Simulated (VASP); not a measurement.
# ZnSe (Stilleite) (F-43m) in VASP: a series of runs, part 2 of 2

VASP 6.6.1.

## (4) G0W0 quasiparticle levels, PBE

Input file POSCAR:

```
ZnSe
1.0
    0.0000000000      2.8338000000      2.8338000000
    2.8338000000      0.0000000000      2.8338000000
    2.8338000000      2.8338000000      0.0000000000
Se Zn
1 1
Direct
    0.7500000000      0.7500000000      0.7500000000
    0.0000000000      0.0000000000      0.0000000000
```

Input file INCAR.step1:

```
ALGO = Normal
EDIFF = 1E-8
ENCUT = 450
GGA = PE
ISMEAR = 0
LASPH = True
LCHARG = False
LREAL = False
LWAVE = True
NELM = 100
PREC = Accurate
SIGMA = 0.01
```

Input file INCAR.step2:

```
ALGO = Exact
EDIFF = 1E-8
ENCUT = 450
GGA = PE
ISMEAR = 0
ISTART = 1
LASPH = True
LCHARG = False
LOPTICS = True
LREAL = False
LWAVE = True
NBANDS = 63
NELM = 1
PREC = Accurate
SIGMA = 0.01
```

Input file INCAR.step3:

```
ALGO = EVGW0
EDIFF = 1E-8
ENCUT = 450
ENCUTGW = 150
GGA = PE
ISMEAR = 0
ISTART = 1
LASPH = True
LCHARG = False
LREAL = False
LWAVE = False
NBANDS = 63
NBANDSGW = 17
NELMGW = 1
NOMEGA = 36
PREC = Accurate
PRECFOCK = Fast
SIGMA = 0.01
```

Input file KPOINTS:

```
k-points
0
Gamma
  3 3 3
```

Potentials or basis: VASP PAW PBE potentials, release 64 (Se_GW, Zn_GW).

Started as:

```console
> cat potpaw_PBE.64/Se_GW/POTCAR potpaw_PBE.64/Zn_GW/POTCAR > POTCAR
> cp INCAR.step1 INCAR
> mpirun -np 1 vasp_std > vasp.out
> cp INCAR.step2 INCAR
> mpirun -np 1 vasp_std > vasp.out
> cp INCAR.step3 INCAR
> mpirun -np 1 vasp_std > vasp.out
```

OUTCAR:

```text
EDIFF = 1E-8
   ENCUT = 450
   ENCUTGW = 150
   GGA = PE
   ISMEAR = 0
   ISTART = 1
   LASPH = True
   LREAL = False
   NELMGW = 1
   PREC = Accurate
   PRECFOCK = Fast

 Found      4 irreducible k-points:

 Following reciprocal coordinates:
            Coordinates               Weight
  0.000000  0.000000  0.000000      1.000000
  0.333333  0.000000  0.000000      8.000000
  0.333333  0.333333  0.000000      6.000000
 -0.333333  0.333333  0.000000     12.000000
   k-points           NKPTS =      4   k-points in BZ     NKDIM =     27   number of bands    NBANDS=     63
   number of dos      NEDOS =    301   number of ions     NIONS =      2
   total plane-waves  NPLWV =  21952
   dimension x,y,z NGX =    28 NGY =   28 NGZ =   28
   dimension x,y,z NGXF=    56 NGYF=   56 NGZF=   56
   ions per type =               1   1
   NGX,Y,Z   is equivalent  to a cutoff of  11.62, 11.62, 11.62 a.u.
   NGXF,Y,Z  is equivalent  to a cutoff of  23.23, 23.23, 23.23 a.u.
[... 31 lines left out ...]
  volume/ion in A,a.u.               =      22.76       153.57
  Fermi-wavevector in a.u.,A,eV,Ry     =   1.201673  2.270834 19.647073  1.444019
  Thomas-Fermi vector in A             =   2.337476
   LORBIT       =      0    0 simple, 1 ext, 2 COOP (PROOUT), +10 PAW based schemes
   GGA     = PE    functional components
   LHFCALC =     T    Hartree Fock is set to
   PRECFOCK=fast      Normal, Fast or Accurate (Low or Medium for compatibility)
   ENCUT4O =  -1.0   cutoff for four orbital integrals eV
   NKREDX  =     1    reduce k-point grid by
   NKREDY  =     1    reduce k-point grid by
   NKREDZ  =     1    reduce k-point grid by
   AEXX    =    1.0000 exact exchange contribution
   HFSCREEN=    0.0000 screening length (either q_TF or 0.3 A-1)
   HFSCREENC=   0.0000 screening length for correlation (either q_TF or 0.3 A-1)
   ENCUTFOCK=  -1.0 apply spherical cutoff to Coloumb kernel
   IVDW    =     0    specifies the selected vdW correction
   LEPSILON=     F    determine dielectric tensor
   LRPA    =     F    only Hartree local field effects (RPA)
   LRPAFORCE           =     F    calculate RPA forces
   ENCUTGW             = 150.0    cutoff for response function in eV
   ENCUTGWSOFT         = 120.0    soft cutoff for Coulomb kernel in GW response function in eV
   ENCUTLF             =  -1.0    cutoff for local field effects
   NELMGW              =     1    number of iterations in solving QP/BSE equation
   NELMHF              =     1    number of iterations in the inner HF iteration
   NKREDLFX            =     1    NKREDLFY  =   1   NKREDLFZ  =   1
 non-spin polarized calculation
 Gauss-broadening in eV      SIGMA  =   0.01
  energy-cutoff  :      450.00
  volume of cell :       45.51
 maximum number of plane-waves:      1002
  NGX = 16; NGY = 16; NGZ = 16
   NGX = 13   NGY = 13   NGZ = 13
 maximum number of plane-waves:       194

 QP shifts <psi_nk| G(iteration)W_0 |psi_nk>: iteration 1
 for sc-GW calculations column KS-energies equals QP-energies in previous step
 and V_xc(KS)=  KS-energies - (<T + V_ion + V_H > + <T+V_H+V_ion>^1  + <V_x>^1)

 k-point   1 :       0.0000    0.0000    0.0000
  band No.  KS-energies  QP-energies   sigma(KS)   V_xc(KS)     V^pw_x(r,r')   Z            occupation Imag(sigma)

      1     -10.5025     -10.9297     -12.9461     -12.3078     -19.8306       0.6692       2.0000       1.2577
      2      -3.8950      -5.3691     -21.9067     -19.7053     -30.8897       0.6696       2.0000       0.4039
      3      -3.8950      -5.3691     -21.9067     -19.7053     -30.8897       0.6696       2.0000       0.4039
      4      -3.8950      -5.3691     -21.9067     -19.7053     -30.8897       0.6696       2.0000       0.4039
      5      -3.5352      -5.0908     -22.8075     -20.4968     -32.0216       0.6732       2.0000       0.3875
      6      -3.5352      -5.0908     -22.8075     -20.4968     -32.0216       0.6732       2.0000       0.3875
[... 59 lines left out ...]
      3      -3.7177      -5.2236     -22.3205     -20.0899     -31.4135       0.6751       2.0000       0.4021
      4      -3.5758      -5.1275     -22.6915     -20.3898     -31.9116       0.6742       2.0000       0.3945
      5      -3.5272      -5.0903     -22.8124     -20.5059     -32.0440       0.6777       2.0000       0.3889
      6      -3.2992      -4.7994     -22.4352     -20.2218     -31.4303       0.6778       2.0000       0.3937
[... 9 lines left out ...]
     16      18.2675      18.5762      -8.5561      -8.9631      -2.8492       0.7583       0.0000      -0.7123
     17      18.9634      19.1476      -8.2072      -8.4479      -2.5833       0.7654       0.0000      -0.7306
```

OUTCAR.step1:

```text
EDIFF = 1E-8
   ENCUT = 450
   GGA = PE
   ISMEAR = 0
   LASPH = True
[... 170 lines left out ...]
 -----------------------------------------------------------------------------------
      4.25070      4.25070      4.25070        -0.000000     -0.000000     -0.000000
      0.00000      0.00000      0.00000         0.000000      0.000000      0.000000
 -----------------------------------------------------------------------------------
    total drift:                               -0.000001     -0.000001     -0.000001

  FREE ENERGIE OF THE ION-ELECTRON SYSTEM (eV)
  ---------------------------------------------------
  free  energy   TOTEN  =        -5.7435854919 eV

  energy  without entropy=       -5.7435854919  energy(sigma->0) =       -5.74358549
```

Wall time 26 s (1 thread of Intel Xeon 6975P-C (Granite Rapids), shared host); peak memory 0.28 GiB.

The run converged, but some of its settings lie outside the range that counts as converged, so its numbers aren't taken as properties of the crystal.

What came out:

```yaml
Band_gap_on_the_k_mesh_mean-field_level: 1.24 eV, direct
Quasiparticle_gap: 2.33 eV
Least_direct_quasiparticle_gap: 2.33 eV
```

Caveat: the k mesh is coarse (spacing up to 0.64 Å⁻¹), so the values aren't converged; bands, screening cutoff and mesh are small and nothing is extrapolated, so the quasiparticle values aren't converged.

## (5) For comparison

An earlier run on the cell as given: functional PBE; potentials or basis VASP PAW PBE potentials, release 64 (Se, Zn); cutoff 520 eV; k mesh 8 × 8 × 8; occupations fermi-dirac, width 0.05 eV; no spin polarisation.

* Pressure: 2.3 GPa
* Band gap on the k mesh: 1.29 eV, direct
